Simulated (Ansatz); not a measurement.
# BN: the cost of one run

Program: Ansatz 0.2.0. Level of theory: DFT PBE, scalar-relativistic, plane waves, PAW. These are calculated values, not measurements.

## 1. The structure to begin with

It takes space group P6_3mc (No. 186, hexagonal). The conventional cell has a = 2.554 Å, b = 2.554 Å, c = 4.227 Å, α = 90.00°, β = 90.00°, γ = 120.00°. B (site symmetry 3m) is surrounded by 4 N at 1.57 to 1.58 Å. N (site symmetry 3m) has 4 B at 1.57 to 1.58 Å as nearest neighbours.

As a file:

```
B N
1.0
    -3.83091    2.21178   -4.22685
     3.83091   -2.21178   -4.22685
    -3.83091   -6.63533    4.22686
B N
24 24
Cartesian
  -1.2770 0.7373 -4.2280
  2.5539 -1.4745 -4.2280
  -6.3848 -3.6863 -0.0012
  -2.5539 -5.8981 -0.0012
  0.0000 -5.8981 -0.0012
  -3.8309 -3.6863 -0.0012
  -1.2770 -3.6863 -0.0012
  -1.2770 -3.6863 -4.2280
  -2.5539 -1.4745 -0.0012
  -2.5539 -1.4745 -4.2280
  0.0000 -1.4745 -4.2280
  0.0000 -1.4745 -0.0012
  1.2770 -0.7373 -6.3414
  1.2770 -0.7373 -2.1146
  -3.8309 -5.1608 -2.1146
  -3.8309 -5.1608 2.1123
  -5.1079 -2.9490 -2.1146
  -1.2770 -5.1608 -2.1146
  1.2770 -5.1608 -2.1146
  -2.5539 -2.9490 -2.1146
  0.0000 -2.9490 -2.1146
  -3.8309 -0.7373 -2.1146
  -1.2770 -0.7373 -2.1146
  -1.2770 -0.7373 -6.3414
  -1.2770 0.7373 -5.8108
  -1.2770 0.7373 -1.5839
  -2.5539 -5.8981 2.6429
  -2.5539 -5.8981 -1.5839
  0.0000 -5.8981 -1.5839
  -3.8309 -3.6863 -1.5839
  -1.2770 -3.6863 -1.5839
  -5.1079 -1.4745 -1.5839
  -2.5539 -1.4745 -1.5839
  1.2770 -3.6863 -1.5839
  0.0000 -1.4745 -5.8108
  0.0000 -1.4745 -1.5839
  -2.5539 1.4745 -3.6973
  1.2770 -0.7373 -3.6973
  -3.8309 -5.1608 -3.6973
  -3.8309 -5.1608 0.5295
  -1.2770 -5.1608 0.5295
  -1.2770 -5.1608 -3.6973
  -2.5539 -2.9490 0.5295
  -2.5539 -2.9490 -3.6973
  0.0000 -2.9490 -3.6973
  -3.8309 -0.7373 -3.6973
  -1.2770 -0.7373 -3.6973
  2.5539 -2.9490 -3.6973
```

The runs take a perfect supercell of 48 atoms; the defect goes to fractional position (0.667, 0.334, 0.000).

## 2. The perfect supercell

Contents of input.yaml:

```yaml
crystal:
  lattice:
    - [-3.830909, 2.211777, -4.226855]
    - [3.830909, -2.211777, -4.226855]
    - [-3.830909, -6.63533, 4.226855]
  atoms:
    - { symbol: B, position: [0.666805, 0.333471, 0.0] }
    - { symbol: B, position: [0.166805, 0.833471, 0.0] }
    - { symbol: B, position: [0.833472, 0.000138, 0.833333] }
    - { symbol: B, position: [0.333472, 0.500138, 0.833333] }
    - { symbol: B, position: [0.000138, 0.666804, 0.666667] }
    - { symbol: B, position: [0.500138, 0.166804, 0.666667] }
    - { symbol: B, position: [0.166805, 0.333471, 0.5] }
    - { symbol: B, position: [0.666805, 0.833471, 0.5] }
    - { symbol: B, position: [0.333472, 0.000138, 0.333333] }
    - { symbol: B, position: [0.833472, 0.500138, 0.333333] }
    - { symbol: B, position: [0.500138, 0.666804, 0.166667] }
    - { symbol: B, position: [0.000138, 0.166804, 0.166667] }
    - { symbol: B, position: [0.583471, 0.916805, 0.0] }
    - { symbol: B, position: [0.083471, 0.416805, 0.0] }
    - { symbol: B, position: [0.750138, 0.583472, 0.833333] }
    - { symbol: B, position: [0.250138, 0.083472, 0.833333] }
    - { symbol: B, position: [0.916804, 0.250138, 0.666667] }
    - { symbol: B, position: [0.416804, 0.750138, 0.666667] }
    - { symbol: B, position: [0.083471, 0.916805, 0.5] }
    - { symbol: B, position: [0.583471, 0.416805, 0.5] }
    - { symbol: B, position: [0.250138, 0.583472, 0.333333] }
    - { symbol: B, position: [0.750138, 0.083472, 0.333333] }
    - { symbol: B, position: [0.416804, 0.250138, 0.166667] }
    - { symbol: B, position: [0.916804, 0.750138, 0.166667] }
    - { symbol: "N", position: [0.854029, 0.520695, 0.0] }
    - { symbol: "N", position: [0.354029, 0.020695, 0.0] }
    - { symbol: "N", position: [0.020696, 0.187362, 0.833333] }
    - { symbol: "N", position: [0.520696, 0.687362, 0.833333] }
    - { symbol: "N", position: [0.187362, 0.854028, 0.666667] }
    - { symbol: "N", position: [0.687362, 0.354028, 0.666667] }
    - { symbol: "N", position: [0.354029, 0.520695, 0.5] }
    - { symbol: "N", position: [0.854029, 0.020695, 0.5] }
    - { symbol: "N", position: [0.520696, 0.187362, 0.333333] }
    - { symbol: "N", position: [0.020696, 0.687362, 0.333333] }
    - { symbol: "N", position: [0.687362, 0.854028, 0.166667] }
    - { symbol: "N", position: [0.187362, 0.354028, 0.166667] }
    - { symbol: "N", position: [0.770695, 0.104029, 0.0] }
    - { symbol: "N", position: [0.270695, 0.604029, 0.0] }
    - { symbol: "N", position: [0.937362, 0.770696, 0.833333] }
    - { symbol: "N", position: [0.437362, 0.270696, 0.833333] }
    - { symbol: "N", position: [0.104028, 0.437362, 0.666667] }
    - { symbol: "N", position: [0.604028, 0.937362, 0.666667] }
    - { symbol: "N", position: [0.270695, 0.104029, 0.5] }
    - { symbol: "N", position: [0.770695, 0.604029, 0.5] }
    - { symbol: "N", position: [0.437362, 0.770696, 0.333333] }
    - { symbol: "N", position: [0.937362, 0.270696, 0.333333] }
    - { symbol: "N", position: [0.604028, 0.437362, 0.166667] }
    - { symbol: "N", position: [0.104028, 0.937362, 0.166667] }
basis:
  ecutwfc: 420
  fft_grid_basis: typed
kpoints:
  mp_grid: { grid: [2, 2, 2] }
hamiltonian:
  xc: pbe
  pseudopotentials: { kind: paw }
scf:
  occupations: { method: gaussian, width: 0.05 }
output:
  forces: true
  stress: false
  eigenvalues: true
  bader: false
  write_density: true
  volumetric_format: npy
```

Command:

```
ansatz run input.yaml --threads 4 --pin off --max-ram 10240MiB --backend cpu --events-out ev --progress --plain --runs-dir out
```

Q: Estimate wall time and peak memory on 4 threads of Arm Neoverse N1, shared host.

About 5.1 s, with a peak of 1.2 GiB.
